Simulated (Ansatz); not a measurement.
# Tellurium, fcc under LDA: structure, energy and stiffness, part 1 of 2

What does LDA give for tellurium in the fcc structure? We relax it, solve it on a dense k-mesh, switch on spin-orbit coupling, then scale the cell to 7 volumes from 88 to 112 % of the relaxed one and try a fit of the equation of state. The k-meshes are 11×11×11 for the relaxation; 19×19×19 for the dense run; 11×11×11 for spin-orbit coupling; 19×19×19 for the volumes.

Program: Ansatz 0.2.0. Level of theory: DFT LDA (PW92), plane waves (420 eV) with PAW, scalar-relativistic; PAW files made under PBE, frozen cores solved again for the functional. These are calculated values, not measurements.

## 1. The structure to begin with

Symmetry: Fm-3m, No. 225, cubic system. Conventional cell: a = 4.868 Å, b = 4.868 Å, c = 4.868 Å, α = 90.00°, β = 90.00°, γ = 90.00°. Te (site symmetry m-3m) is surrounded by 12 Te at 3.44 Å.

As a file:

```cif
data_structure
_symmetry_space_group_name_H-M 'P 1'
_symmetry_Int_Tables_number 1
_cell_length_a 3.4421
_cell_length_b 3.4421
_cell_length_c 3.4421
_cell_angle_alpha 60.000
_cell_angle_beta 60.000
_cell_angle_gamma 60.000
_cell_volume 28.84
loop_
_atom_site_label
_atom_site_type_symbol
_atom_site_fract_x
_atom_site_fract_y
_atom_site_fract_z
_atom_site_occupancy
Te1 Te 0.00000 0.00000 0.00000 1
```

## 2. Geometry optimisation

File input.yaml:

```yaml
crystal:
  lattice:
    - [0.0, 2.4339108928, 2.4339108928]
    - [2.4339108928, 0.0, 2.4339108928]
    - [2.4339108928, 2.4339108928, 0.0]
  atoms:
    - { symbol: Te, position: [0.0, 0.0, 0.0] }
hamiltonian:
  xc: lda
  pseudopotentials:
    kind: paw
    azcp:
      Te: "pseudopotentials/Te.paw.azcp"
basis:
  ecutwfc: 420
  fft_grid_basis: typed
kpoints:
  mp_grid: { grid: [11, 11, 11], shift: [0, 0, 0] }
magnetization:
  spin_polarized: false
scf:
  occupations: { method: fermi_dirac, width: 0.1 }
relax:
  max_steps: 60
  f_tol: 0.01
  cell: {}
output:
  write_density: true
  write_potential: true
  elf: true
  volumetric_format: npy
```

Log:

```text
Warning: <dir> the record states the generating functional pbe (its physics header spells it `PBE`), which answers neither for hamiltonian.xc's functional nor for the lda family's — results may be inconsistent (PPs are generated against a specific XC)
Warning: RAYON_NUM_THREADS=2 ignored (pool sized by the plan → 2); use --threads N
Engine: ansatz 0.2.0, aarch64-unknown-linux-gnu
Pseudopotentials: kind: paw
Pseudopotential: Te, paw, valence charge 16, recommended cutoff 420 eV (normal), <dir>
Functional definition: SPW92
  exchange = slater_x
  correlation = pw_c
Crystal: 1 atoms, lattice volume = 28.837 Å³
Basis set: ecut = 420 eV, 537 PW (Γ)
Bands: 12, of which v1, the nominal top of the filled ones, is band 8 counted from 1 (7 counted from 0)
Symmetry: 48 space group operations
Space group: Fm-3m (ITA 225), of the structure as read, at distance tolerance 3.1e-5 Å
k-points: 56 of 1331
Non-local potential: Te, projectors of the file, l = 0: 2, l = 1: 2, l = 2: 2, l = 3: 2
PAW form: soft (Blöchl's): semilocal exchange-correlation on the pseudo side does not see the compensation charge
PAW frozen core: Te, regenerated for the run's functional, and the local potential with it (the file was generated under x = pbe(κ = 0.804, μ = 0.2195149727645171), c = pbe(β = 0.06672455060314922))
PAW one-centre angular grid: Te, 590 points (default); XC on 64 Gauss nodes
Initial density: superposition of atomic densities (neutral atoms: chi_scale 0, normalization atom), corrected by the library's trained network
Initial wavefunctions: pseudopotential atomic-orbital guess
Functional: x = slater, c = lda
SCF iter   1: F=—  HF=-6826.849802 eV  |F-HF|=—  |Δ(HF+E_count)|=         —  Δρ=4.66e-3  dr2=2.69e-3  ethr=1.77e-3  ⟨swp⟩=5.2  Hψ=4036  notcnv=0
preconditioner: auto → none  [metal: Δε(μ)=0.035 eV  Ē_g=12.489 eV  σ=0.100 eV  W_gap=0.09  n_scr=8 (ndim 8)  ℏωp=16.9 eV  f_vac=0.000  D(μ)=0.97/eV (n_scr^D=8)  sad-step TF]
SCF iter   2: F=—  HF=-6826.848170 eV  |F-HF|=—  |Δ(HF+E_count)|=   1.63e-3  Δρ=2.41e-3  dr2=7.73e-4  ethr=1.68e-5  ⟨swp⟩=1.9  Hψ=1207  notcnv=0
SCF iter   3: F=—  HF=-6826.847807 eV  |F-HF|=—  |Δ(HF+E_count)|=   3.63e-4  Δρ=3.08e-4  dr2=4.25e-5  ethr=4.83e-6  ⟨swp⟩=2.0  Hψ=950  notcnv=0
SCF iter   4: F=—  HF=-6826.847786 eV  |F-HF|=—  |Δ(HF+E_count)|=   2.15e-5  Δρ=1.64e-4  dr2=9.24e-6  ethr=2.66e-7  ⟨swp⟩=2.0  Hψ=1113  notcnv=0
SCF iter   5: F=—  HF=-6826.847780 eV  |F-HF|=—  |Δ(HF+E_count)|=   6.05e-6  Δρ=6.10e-5  dr2=1.49e-6  ethr=5.77e-8  ⟨swp⟩=2.9  Hψ=1220  notcnv=0
SCF iter   6: F=-6826.847779 eV  HF=-6826.847779 eV  |F-HF|=3.77e-8  |Δ(HF+E_count)|=   1.05e-6  Δρ=8.72e-6  dr2=3.12e-8  ethr=6.25e-10  ⟨swp⟩=6.7  Hψ=4012  notcnv=0
SCF 1 converged in 6 iterations: F = -6826.847779 eV  dr2 = 3.12e-8
relax step   1: F+E_penalty+E_count = -6826.84777870 eV  Δ(F+E_penalty+E_count) = +0.000e0 eV  max|allowed force component| = 0.000e0 eV/Å  Δτ_max = 0.0000 Å  P = -4.814 GPa  Ω = 28.837 Å³  (6 SCF iters, dr2 threshold 1.00e-7 eV, accepted)
Crystal: 1 atoms, lattice volume = 25.837 Å³
Basis set: ecut = 420 eV, 531 PW (Γ)
Initial density: handed on by an earlier stage of this run
Initial wavefunctions: those handed on with the density
iter 1 solved again at ethr=2.73e-6 eV; its pass at ethr=3.10e-3 eV (dr2=4.37e-4 eV) is discarded
SCF iter   1: F=—  HF=-6826.885028 eV  |F-HF|=—  |Δ(HF+E_count)|=         —  Δρ=1.32e-3  dr2=3.89e-4  ethr=2.73e-6  ⟨swp⟩=2.5  Hψ=5883  notcnv=0
preconditioner: auto → none  [metal: Δε(μ)=0.086 eV  Ē_g=13.111 eV  σ=0.100 eV  W_gap=0.21  n_scr=8 (ndim 8)  ℏωp=17.9 eV  f_vac=0.000  D(μ)=0.89/eV (n_scr^D=8)]
SCF iter   2: F=—  HF=-6826.884929 eV  |F-HF|=—  |Δ(HF+E_count)|=   9.86e-5  Δρ=6.22e-4  dr2=6.76e-5  ethr=2.43e-6  ⟨swp⟩=1.6  Hψ=780  notcnv=0
SCF iter   3: F=—  HF=-6826.884917 eV  |F-HF|=—  |Δ(HF+E_count)|=   1.18e-5  Δρ=6.03e-5  dr2=6.37e-7  ethr=4.23e-7  ⟨swp⟩=1.2  Hψ=691  notcnv=0
SCF iter   4: F=-6826.884917 eV  HF=-6826.884917 eV  |F-HF|=3.03e-9  |Δ(HF+E_count)|=   1.50e-7  Δρ=1.36e-5  dr2=2.89e-8  ethr=6.25e-10  ⟨swp⟩=8.6  Hψ=3792  notcnv=0
SCF 2 converged in 4 iterations: F = -6826.884917 eV  dr2 = 2.89e-8
relax step   2: F+E_penalty+E_count = -6826.88491729 eV  Δ(F+E_penalty+E_count) = -3.714e-2 eV  max|allowed force component| = 0.000e0 eV/Å  Δτ_max = 0.0000 Å  P = +1.655 GPa  Ω = 25.837 Å³  energy of the carried Pulay correction = +9.019e-4 eV  (4 SCF iters, dr2 threshold 1.00e-7 eV, accepted)
Crystal: 1 atoms, lattice volume = 26.543 Å³
iter 1 solved again at ethr=2.05e-7 eV; its pass at ethr=3.10e-3 eV (dr2=3.28e-5 eV) is discarded
SCF iter   1: F=—  HF=-6826.887636 eV  |F-HF|=—  |Δ(HF+E_count)|=         —  Δρ=3.49e-4  dr2=2.91e-5  ethr=2.05e-7  ⟨swp⟩=2.0  Hψ=5954  notcnv=0
preconditioner: auto → none  [metal: Δε(μ)=0.073 eV  Ē_g=12.946 eV  σ=0.100 eV  W_gap=0.18  n_scr=8 (ndim 8)  ℏωp=17.7 eV  f_vac=0.000  D(μ)=0.90/eV (n_scr^D=8)]
SCF iter   2: F=—  HF=-6826.887629 eV  |F-HF|=—  |Δ(HF+E_count)|=   7.10e-6  Δρ=1.65e-4  dr2=5.10e-6  ethr=1.82e-7  ⟨swp⟩=1.7  Hψ=805  notcnv=0
SCF iter   3: F=-6826.887628 eV  HF=-6826.887628 eV  |F-HF|=1.36e-8  |Δ(HF+E_count)|=   8.30e-7  Δρ=1.70e-5  dr2=5.42e-8  ethr=6.25e-10  ⟨swp⟩=7.3  Hψ=3740  notcnv=0
SCF 3 converged in 3 iterations: F = -6826.887628 eV  dr2 = 5.42e-8
relax step   3: F+E_penalty+E_count = -6826.88762847 eV  Δ(F+E_penalty+E_count) = -2.711e-3 eV  max|allowed force component| = 0.000e0 eV/Å  Δτ_max = 0.0000 Å  P = -0.273 GPa  Ω = 26.543 Å³  energy of the carried Pulay correction = +6.743e-4 eV  (3 SCF iters, dr2 threshold 1.00e-7 eV, accepted)
Crystal: 1 atoms, lattice volume = 26.438 Å³
iter 1 solved again at ethr=9.03e-9 eV; its pass at ethr=3.10e-3 eV (dr2=1.44e-6 eV) is discarded
SCF iter   1: F=—  HF=-6826.887753 eV  |F-HF|=—  |Δ(HF+E_count)|=         —  Δρ=3.74e-5  dr2=3.18e-7  ethr=9.03e-9  ⟨swp⟩=3.0  Hψ=5399  notcnv=0
preconditioner: auto → none  [metal: Δε(μ)=0.075 eV  Ē_g=12.971 eV  σ=0.100 eV  W_gap=0.18  n_scr=8 (ndim 8)  ℏωp=17.7 eV  f_vac=0.000  D(μ)=0.90/eV (n_scr^D=8)]
SCF iter   2: F=-6826.887753 eV  HF=-6826.887753 eV  |F-HF|=1.83e-8  |Δ(HF+E_count)|=   8.79e-8  Δρ=1.72e-5  dr2=5.40e-8  ethr=6.25e-10  ⟨swp⟩=6.8  Hψ=3617  notcnv=0
SCF 4 converged in 2 iterations: F = -6826.887753 eV  dr2 = 5.40e-8
relax step   4: F+E_penalty+E_count = -6826.88775314 eV  Δ(F+E_penalty+E_count) = -1.247e-4 eV  max|allowed force component| = 0.000e0 eV/Å  Δτ_max = 0.0000 Å  P = -0.004 GPa  Ω = 26.438 Å³  energy of the carried Pulay correction = +7.075e-4 eV  (2 SCF iters, dr2 threshold 1.00e-7 eV, accepted)
Initial wavefunctions: pseudopotential atomic-orbital guess (no wavefunctions were taken with the density)
iter 1 solved again at ethr=3.89e-7 eV; its pass at ethr=3.10e-3 eV (dr2=6.22e-5 eV) is discarded
SCF iter   1: F=—  HF=-6826.887101 eV  |F-HF|=—  |Δ(HF+E_count)|=         —  Δρ=1.05e-4  dr2=4.26e-7  ethr=3.89e-7  ⟨swp⟩=3.0  Hψ=5655  notcnv=0
SCF iter   2: F=—  HF=-6826.887101 eV  |F-HF|=—  |Δ(HF+E_count)|=   4.14e-7  Δρ=5.02e-5  dr2=1.03e-7  ethr=2.66e-9  ⟨swp⟩=2.0  Hψ=1093  notcnv=0
SCF iter   3: F=—  HF=-6826.887101 eV  |F-HF|=—  |Δ(HF+E_count)|=   1.24e-8  Δρ=8.37e-6  dr2=3.17e-9  ethr=6.42e-10  ⟨swp⟩=2.0  Hψ=1110  notcnv=0
SCF iter   4: F=—  HF=-6826.887101 eV  |F-HF|=—  |Δ(HF+E_count)|=   1.15e-9  Δρ=7.41e-7  dr2=5.75e-11  ethr=1.98e-11  ⟨swp⟩=2.0  Hψ=1060  notcnv=0
SCF iter   5: F=-6826.887101 eV  HF=-6826.887101 eV  |F-HF|=1.82e-12  |Δ(HF+E_count)|=  6.37e-12  Δρ=1.91e-8  dr2=4.38e-14  ethr=1.00e-12  ⟨swp⟩=5.8  Hψ=2703  notcnv=0
SCF 5 converged in 5 iterations: F = -6826.887101 eV  dr2 = 4.38e-14
relax step   5: F+E_penalty+E_count = -6826.88710123 eV  Δ(F+E_penalty+E_count) = +6.519e-4 eV  max|allowed force component| = 0.000e0 eV/Å  Δτ_max = 0.0000 Å  P = -0.016 GPa  Ω = 26.438 Å³  stress off target by 1.59e-2 GPa  SCF on the basis re-selected at this cell (its energy is not comparable with the rows above)  (5 SCF iters)
basis re-selected at this cell: Δ(F+E_penalty+E_count) = +6.519e-4 eV, ΔP = -0.011 GPa vs the last step (what re-selecting the basis moved, of the pressure what is left beyond the Pulay correction that the steps carried, after the strain that the cell walked since its last selection, with what the two solves' SCF thresholds leave and, on support functions, any second-order correction that the steps lacked; it is no measure of the basis error at this ecutwfc). This SCF's stress stands 1.59e-2 GPa from its target on what of the cell is left free (relax.cell.stress_tol is 5.00e-2 GPa) and its largest allowed force component is 0.00e0 eV/Å (relax.f_tol is 1.00e-2 eV/Å): within both
SCF converged after 5 iterations
Free energy (F): -6826.887101 eV
Harris-Foulkes:  -6826.887101 eV  (|F-HF|=1.82e-12)
Internal energy: -6826.858202 eV  (E = F + TS)
E sigma→0 (E₀):  -6826.872651 eV
Entropy (-TS):   -0.028899 eV (-28.899 meV/atom)
Fermi energy:    12.109618 eV
--- Per-component energies (eV) ---
  E_band       = -211.614256
  E_kinetic    = 182.446989
  E_local      = -966.174592  (includes V_loc(G=0)·N_el)
  E_nonlocal   = -305.086162
  E_hartree    = 682.302424
  E_xc         = -124.467800
  E_vxc        = -105.617630  (∫ρ·V_xc dr)
  E_paw        = -4509.550477  (= ΣΔE_a)
  E_vpaw       = -381.787486  (= ΣTr[D̂ρ^β])
  E_aug_tail   = -0.000229  (compensation charges beyond the density's cutoff)
  E_ewald      = -1787.007016
  E_core_change = 0.678661  (= ΣΔE_core)
  E_smearing   = -0.028899  (= −TS)
  E_closure    = 0.000000  (closes the sum)
  Σ components = -6826.887101   (vs F -6826.887101, Δ=0.00e0)
--- Forces (eV/Å), atoms counted from 1 ---
  atom   1  Te    -0.00000000     0.00000000    -0.00000000
  max |Σ_I F_I| component: 4.44e-31 eV/Å
--- Stress (GPa, compression-positive) ---
       -0.015908       0.000000       0.000000
        0.000000      -0.015908       0.000000
        0.000000       0.000000      -0.015908
  P = ⅓ Tr σ = -0.0159 GPa (-0.159 kbar)
--- Band table (eV; the first three rows and the last of 56) ---
  k-point 0: bands = ["-25.0331", "-25.0331", "-25.0331", "-25.0138", "-25.0138", "-2.3242", "15.4867", "15.4867", "15.4867", "22.1551", "22.1551", "22.1551"]
  k-point 1: bands = ["-25.0324", "-25.0313", "-25.0313", "-25.0136", "-25.0136", "-2.1705", "14.2767", "15.3290", "15.3290", "21.0140", "22.4540", "22.4540"]
  k-point 2: bands = ["-25.0308", "-25.0282", "-25.0282", "-25.0115", "-25.0115", "-1.7160", "11.8900", "14.9595", "14.9595", "20.2399", "22.8502", "22.8502"]
  k-point 55: bands = ["-25.0271", "-25.0193", "-25.0143", "-25.0035", "-24.9877", "2.2272", "7.8728", "8.1729", "10.2427", "19.9058", "22.3159", "23.5375"]
--- Relaxed structure (4 steps of the walk, 4 accepted, 1 SCFs on fresh bases) ---
  F+E_penalty+E_count = -6826.88710123 eV   max|allowed force component| = 0.000e0 eV/Å   (the final SCF, on the basis selected at the relaxed cell)
  cell:  # Å, volume = 26.4378 Å³
    - [1.3693812211754267e-34, 2.3644590207224683, 2.3644590207224683]
    - [2.3644590207224683, 6.36921505378475e-34, 2.3644590207224683]
    - [2.3644590207224683, 2.3644590207224683, -3.184607520559724e-36]
  atoms:
    - { symbol: Te, position: [0.0, 0.0, 0.0] }
```

Run time: 2.6 s. Hardware: 2 threads of an Arm CPU, shared host; peak memory 0.35 GiB.

Step by step:

| step | energy change (meV/atom) | largest force (eV/Å) | pressure (GPa) | volume (Å³/atom) |
| --- | --- | --- | --- | --- |
| 1 | 0.00 | 0.0000 | -4.81 | 28.837 |
| 2 | -37.14 | 0.0000 | 1.66 | 25.837 |
| 3 | -39.85 | 0.0000 | -0.27 | 26.543 |
| 4 | -39.97 | 0.0000 | 0.00 | 26.438 |
| 5 | -39.32 | 0.0000 | -0.02 | 26.438 |

Steps that repeat a cell are solved on a basis chosen anew, so their changes of energy are no gain of the relaxation.

The cell of the run, before and after:

|  | before | after | change |
| --- | --- | --- | --- |
| a (Å) | 3.442 | 3.344 | -2.9 % |
| b (Å) | 3.442 | 3.344 | -2.9 % |
| c (Å) | 3.442 | 3.344 | -2.9 % |
| volume (Å³/atom) | 28.837 | 26.438 | -8.3 % |
| shortest distance (Å) | 3.442 | 3.344 | -2.9 % |
| space group (spins left aside) | Fm-3m | Fm-3m | same |

## 3. The energy on a finer k-mesh

File input.yaml:

```yaml
crystal:
  lattice:
    - [0.0, 2.3644590207, 2.3644590207]
    - [2.3644590207, 0.0, 2.3644590207]
    - [2.3644590207, 2.3644590207, 0.0]
  atoms:
    - { symbol: Te, position: [0.0, 0.0, 0.0] }
hamiltonian:
  xc: lda
  pseudopotentials:
    kind: paw
    azcp:
      Te: "pseudopotentials/Te.paw.azcp"
basis:
  ecutwfc: 420
  fft_grid_basis: typed
kpoints:
  mp_grid: { grid: [19, 19, 19], shift: [0, 0, 0] }
magnetization:
  spin_polarized: false
scf:
  occupations: { method: fermi_dirac, width: 0.1 }
```

Log, cut to the lines that bear on the results:

```text
Warning: <dir> the record states the generating functional pbe (its physics header spells it `PBE`), which answers neither for hamiltonian.xc's functional nor for the lda family's — results may be inconsistent (PPs are generated against a specific XC)
Warning: RAYON_NUM_THREADS=2 ignored (pool sized by the plan → 2); use --threads N
[...]
Pseudopotentials: kind: paw
Pseudopotential: Te, paw, valence charge 16, recommended cutoff 420 eV (normal), <dir>
Functional definition: SPW92
[...]
Crystal: 1 atoms, lattice volume = 26.438 Å³
Basis set: ecut = 420 eV, 531 PW (Γ)
Bands: 12, of which v1, the nominal top of the filled ones, is band 8 counted from 1 (7 counted from 0)
Symmetry: 48 space group operations
Space group: Fm-3m (ITA 225), of the structure as read, at distance tolerance 3.0e-5 Å
k-points: 220 of 6859
[...]
SCF iter   1: F=—  HF=-6826.888293 eV  |F-HF|=—  |Δ(HF+E_count)|=         —  Δρ=4.90e-3  dr2=2.66e-3  ethr=1.77e-3  ⟨swp⟩=5.1  Hψ=15636  notcnv=0
[...]
SCF iter   8: F=-6826.886247 eV  HF=-6826.886247 eV  |F-HF|=1.39e-9  |Δ(HF+E_count)|=   9.62e-8  Δρ=1.79e-6  dr2=9.75e-10  ethr=6.25e-10  ⟨swp⟩=3.0  Hψ=5888  notcnv=0
[...]
SCF converged after 8 iterations
Free energy (F): -6826.886247 eV
[...]
E sigma→0 (E₀):  -6826.872390 eV
Entropy (-TS):   -0.027713 eV (-27.713 meV/atom)
Fermi energy:    12.126331 eV
[...]
```

Wall time 1.6 s (2 threads of an Arm CPU, shared host); peak memory 0.39 GiB.

## 4. With spin-orbit coupling

Changes to input.yaml since step 3:

```diff
@@ -10,3 +10,3 @@
   pseudopotentials:
-    kind: paw
+    kind: paw_fr
     azcp:
@@ -17,5 +17,6 @@
 kpoints:
-  mp_grid: { grid: [19, 19, 19], shift: [0, 0, 0] }
+  mp_grid: { grid: [11, 11, 11], shift: [0, 0, 0] }
 magnetization:
-  spin_polarized: false
+  noncollinear: true
+  spin_orbit: true
 scf:
```

Log, cut to the lines that bear on the results:

```text
Warning: <dir> the record states the generating functional pbe (its physics header spells it `PBE`), which answers neither for hamiltonian.xc's functional nor for the lda family's — results may be inconsistent (PPs are generated against a specific XC)
Warning: RAYON_NUM_THREADS=2 ignored (pool sized by the plan → 2); use --threads N
[...]
Pseudopotentials: kind: paw_fr
Pseudopotential: Te, paw_fr, valence charge 16, recommended cutoff 420 eV (normal), <dir>
Functional definition: SPW92
[...]
non-collinear run that drives no moment, with spin-orbit: no starting moment large enough to seed its density (crystal.atoms[].spin), no starting occupations that ask for one, no magnetisation constraint and no magnetic field, so the semilocal B_xc is pinned to zero
Crystal: 1 atoms, lattice volume = 26.438 Å³
Basis set: ecut = 420 eV, 531 PW (Γ)
Bands: 24, of which v1, the nominal top of the filled ones, is band 16 counted from 1 (15 counted from 0)
Symmetry: 48 space group operations + 48 with time reversal
Magnetic group: BNS 225.117 (UNI 1619), of the structure as read, at distance tolerance 3.0e-5 Å
k-points: 56 of 1331
Projection manifold: j_resolved (fully-relativistic pseudo-atomic orbitals)
[...]
SCF iter   1: F=—  HF=-6829.518471 eV  |F-HF|=—  |Δ(HF+E_count)|=         —  Δρ=6.43e-3  dr2=9.28e-3  dr2_m=0.00e0 (ungated)  ethr=3.10e-3  |M|=0.00e0 ∫|m|=0.00e0 μB  |m|>n=0.0e0 m-floor=0.0e0 τ_xc=0.0e0  β_m=0.30  ⟨swp⟩=8.4  Hψ=4102  notcnv=0  defer=60
[...]
SCF iter   6: F=-6829.514049 eV  HF=-6829.514049 eV  |F-HF|=4.64e-10  |Δ(HF+E_count)|=   3.23e-7  Δρ=1.64e-6  dr2=5.12e-10  dr2_m=0.00e0 (ungated)  ethr=6.25e-10  |M|=0.00e0 ∫|m|=0.00e0 μB  |m|>n=0.0e0 m-floor=0.0e0 τ_xc=0.0e0  ⟨swp⟩=3.0  Hψ=1498  notcnv=0
[...]
SCF converged after 6 iterations
Magnetization: |M| = 0.0000 μB,  M = (+0.0000, +0.0000, +0.0000) μB
Absolute magnetization: 0.0000 μB (∫|m|)
  site 0: m = (+0.0000, +0.0000, +0.0000) μB, |m| = 0.0000 μB  (R = 1.38 Å)
Free energy (F): -6829.514049 eV
[...]
E sigma→0 (E₀):  -6829.500271 eV
Entropy (-TS):   -0.027557 eV (-27.557 meV/atom)
Fermi energy:    12.121172 eV
[...]
```

It took 2 s on 2 threads of an Arm CPU, shared host; peak memory 0.39 GiB.

With and without spin-orbit coupling:

|  | scalar-relativistic | with spin-orbit coupling |
| --- | --- | --- |
| k-mesh | 19×19×19 | 11×11×11 |
| gap on the mesh | none (levels filled in part) | none (levels filled in part) |

The meshes differ, so small differences between the columns need not come from spin-orbit coupling.

## 5. At 88 % of the relaxed volume

File input.yaml:

```yaml
crystal:
  lattice:
    - [0.0, 2.2658231806, 2.2658231806]
    - [2.2658231806, 0.0, 2.2658231806]
    - [2.2658231806, 2.2658231806, 0.0]
  atoms:
    - { symbol: Te, position: [0.0, 0.0, 0.0] }
hamiltonian:
  xc: lda
  pseudopotentials:
    kind: paw
    azcp:
      Te: "pseudopotentials/Te.paw.azcp"
basis:
  ecutwfc: 420
  fft_grid_basis: typed
kpoints:
  mp_grid: { grid: [19, 19, 19], shift: [0, 0, 0] }
magnetization:
  spin_polarized: false
scf:
  occupations: { method: fermi_dirac, width: 0.1 }
output:
  stress: true
```

Log, cut to the lines that bear on the results:

```text
Warning: <dir> the record states the generating functional pbe (its physics header spells it `PBE`), which answers neither for hamiltonian.xc's functional nor for the lda family's — results may be inconsistent (PPs are generated against a specific XC)
Warning: RAYON_NUM_THREADS=2 ignored (pool sized by the plan → 2); use --threads N
[...]
Pseudopotentials: kind: paw
Pseudopotential: Te, paw, valence charge 16, recommended cutoff 420 eV (normal), <dir>
Functional definition: SPW92
[...]
Crystal: 1 atoms, lattice volume = 23.265 Å³
Basis set: ecut = 420 eV, 459 PW (Γ)
Bands: 12, of which v1, the nominal top of the filled ones, is band 8 counted from 1 (7 counted from 0)
Symmetry: 48 space group operations
Space group: Fm-3m (ITA 225), of the structure as read, at distance tolerance 2.9e-5 Å
k-points: 220 of 6859
[...]
SCF iter   1: F=—  HF=-6826.790132 eV  |F-HF|=—  |Δ(HF+E_count)|=         —  Δρ=6.09e-3  dr2=3.67e-3  ethr=1.77e-3  ⟨swp⟩=5.1  Hψ=15524  notcnv=0
[...]
SCF iter   7: F=-6826.788048 eV  HF=-6826.788048 eV  |F-HF|=6.82e-9  |Δ(HF+E_count)|=   2.50e-7  Δρ=4.23e-6  dr2=4.87e-9  ethr=6.25e-10  ⟨swp⟩=4.8  Hψ=8072  notcnv=0
[...]
SCF converged after 7 iterations
Free energy (F): -6826.788048 eV
[...]
E sigma→0 (E₀):  -6826.775942 eV
Entropy (-TS):   -0.024212 eV (-24.212 meV/atom)
Fermi energy:    14.600745 eV
[...]
--- Stress (GPa, compression-positive) ---
       11.365706       0.000000       0.000000
       -0.000000      11.365706       0.000000
       -0.000000       0.000000      11.365706
  P = ⅓ Tr σ = 11.3657 GPa (113.657 kbar)
```

Run time: 1.8 s. Hardware: 2 threads of an Arm CPU, shared host; peak memory 0.39 GiB.

(Continued in part 2 of 2.)
